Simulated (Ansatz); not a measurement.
The system is MgB2.

```
CELL_PARAMETERS angstrom
3.08500 0.00000 0.00000
-1.54250 2.67169 0.00000
0.00000 0.00000 3.52300
ATOMIC_POSITIONS crystal
Mg 0.00000 0.00000 0.00000
B 0.66667 0.33333 0.50000
B 0.33333 0.66667 0.50000
```

```yaml
Program: Ansatz 0.2.0
Task: relaxation of cell and atoms
Functional: PBEsol
Potentials_or_basis: Ansatz PAW
Cutoff: "420 eV (not typed: the program's choice for these potentials)"
k_mesh: 10 × 10 × 8
Occupations: fermi-dirac, width 0.05 eV
Spin: no spin polarisation
```

At the start: volume 9.68 Å³/atom.

**Question.** How do energy, volume and symmetry change on relaxing?

**Answer.** It ends after 4 steps and the volume is 9.47 Å³/atom (-2.1 %); space group P6/mmm (No. 191, to 0.05 Å).

The path:
```
step  energy change (eV)  largest force (eV/Å)  volume (Å³)
   1              0.0000                0.0000        29.04
   2             -0.0058                0.0000        28.60
   3             -0.0066                0.0000        28.41
   4             -0.0060                0.0000        28.41
```

Final structure:
```xyz
3
Lattice="3.0690 0.0000 0.0000 -1.5345 2.6578 0.0000 0.0000 0.0000 3.4833" Properties=species:S:1:pos:R:3 pbc="T T T"
Mg    0.0000    0.0000    0.0000
B     1.5345    0.8859    1.7416
B     0.0000    1.7719    1.7416
```

Caveat: the plane-wave basis is chosen anew once the cell has moved, so the energies of steps on either side of that aren't comparable; the PAW data sets come from PBE, with cores solved anew for the run's functional, which leaves a small shift of forces and pressure.
